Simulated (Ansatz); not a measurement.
A plane-wave DFT run in Ansatz 0.2.0 (scalar-relativistic PAW potentials unless the input names others): input and command.

```yaml
crystal:
  lattice:
    - [3.4469250466, 0.0, 0.0]
    - [-1.7234625233, 2.9851246552, 0.0]
    - [0.0, 0.0, 11.234343121]
  atoms:
    - { symbol: In, position: [0.0, 0.0, 0.0] }
    - { symbol: In, position: [0.33333333, 0.66666667, 0.25] }
    - { symbol: In, position: [0.0, 0.0, 0.5] }
    - { symbol: In, position: [0.66666667, 0.33333333, 0.75] }
basis:
  ecutwfc: 420
kpoints:
  mp_grid: { grid: [1, 1, 1] }
hamiltonian:
  xc: pbe
scf:
  occupations: { method: gaussian, width: 0.1 }
  max_iter: 60
output:
  forces: true
  eigenvalues: true
  stress: true
```

```bash
ansatz run input.yaml --threads 1 --pin off --max-ram 1331MiB --backend cpu --events-out ev --progress --plain --runs-dir out
```

Abridged log:
```
Basis set: ecut = 420 eV, 2233 PW (Γ), exchange–correlation on 48×48×160 points (8 copies of the dense FFT grid, shifted against one another)
Bands: 32, of which v1, the nominal top of the filled ones, is band 26 counted from 1 (25 counted from 0)
Symmetry: 24 space group operations
k-points: 1
SCF iter   1: F=—  HF=-22405.305962 eV  |F-HF|=—  |Δ(HF+E_count)|=         —  Δρ=1.35e-2  dr2=2.18e-1  ethr=1.77e-3  ⟨swp⟩=6.0  Hψ=137  notcnv=0
SCF iter   2: F=—  HF=-22405.255088 eV  |F-HF|=—  |Δ(HF+E_count)|=   5.09e-2  Δρ=8.71e-3  dr2=1.01e-1  ethr=4.18e-4  ⟨swp⟩=1.0  Hψ=40  notcnv=0
SCF iter   3: F=—  HF=-22405.219544 eV  |F-HF|=—  |Δ(HF+E_count)|=   3.55e-2  Δρ=1.78e-3  dr2=4.23e-3  ethr=1.94e-4  ⟨swp⟩=3.0  Hψ=62  notcnv=0
SCF iter   4: F=—  HF=-22405.219323 eV  |F-HF|=—  |Δ(HF+E_count)|=   2.21e-4  Δρ=5.67e-4  dr2=3.00e-4  ethr=8.14e-6  ⟨swp⟩=2.0  Hψ=58  notcnv=0
SCF iter   5: F=—  HF=-22405.219329 eV  |F-HF|=—  |Δ(HF+E_count)|=   5.88e-6  Δρ=2.91e-4  dr2=6.80e-5  ethr=5.76e-7  ⟨swp⟩=2.0  Hψ=58  notcnv=0
SCF iter   6: F=—  HF=-22405.219295 eV  |F-HF|=—  |Δ(HF+E_count)|=   3.41e-5  Δρ=5.86e-5  dr2=3.93e-6  ethr=1.31e-7  ⟨swp⟩=2.0  Hψ=53  notcnv=0
SCF iter   7: F=—  HF=-22405.219295 eV  |F-HF|=—  |Δ(HF+E_count)|=   7.62e-7  Δρ=2.35e-5  dr2=7.02e-7  ethr=7.56e-9  ⟨swp⟩=2.0  Hψ=54  notcnv=0
SCF iter   8: F=—  HF=-22405.219296 eV  |F-HF|=—  |Δ(HF+E_count)|=   1.91e-7  Δρ=1.32e-5  dr2=3.51e-7  ethr=1.35e-9  ⟨swp⟩=2.0  Hψ=38  notcnv=0
SCF iter   9: F=-22405.219295 eV  HF=-22405.219296 eV  |F-HF|=8.33e-8  |Δ(HF+E_count)|=   3.37e-8  Δρ=4.20e-6  dr2=9.39e-8  ethr=1.92e-10  ⟨swp⟩=9.0  Hψ=206  notcnv=0
SCF 1 converged in 9 iterations: F = -22405.219295 eV  dr2 = 9.39e-8
SCF converged after 9 iterations
Free energy (F): -22405.219295 eV
Harris-Foulkes:  -22405.219296 eV  (|F-HF|=8.33e-8)
Internal energy: -22405.106504 eV  (E = F + TS)
E sigma→0 (E₀):  -22405.162900 eV
Entropy (-TS):   -0.112791 eV (-28.198 meV/atom)
Fermi energy:    11.805053 eV
--- Forces (eV/Å), atoms counted from 1 ---
  atom   1  In     0.00000000     0.00000000     0.00000000
  atom   2  In     0.00000000     0.00000000     0.00000000
  atom   3  In     0.00000000     0.00000000     0.00000000
  atom   4  In     0.00000000     0.00000000     0.00000000
--- Stress (GPa, compression-positive) ---
      -67.253133       0.000000       0.000000
        0.000000     -67.253133       0.000000
        0.000000       0.000000      64.842123
  P = ⅓ Tr σ = -23.2214 GPa (-232.214 kbar)
```

Find the fault.

The fault is one k-point for a small cell (kpoints.mp_grid.grid: [15, 15, 4] → [1, 1, 1], the first being the value of the sound run). Setting it back cures it. The run converged all the same, with an energy at zero smearing 3.5 eV/atom below the reference's, pressure -23.22 GPa, largest force 0.000 eV/Å, no gap on the mesh, so convergence alone doesn't show that an input is right. A reference run from the same start on usual settings converged with pressure -1.51 GPa, largest force 0.000 eV/Å, no gap on the mesh.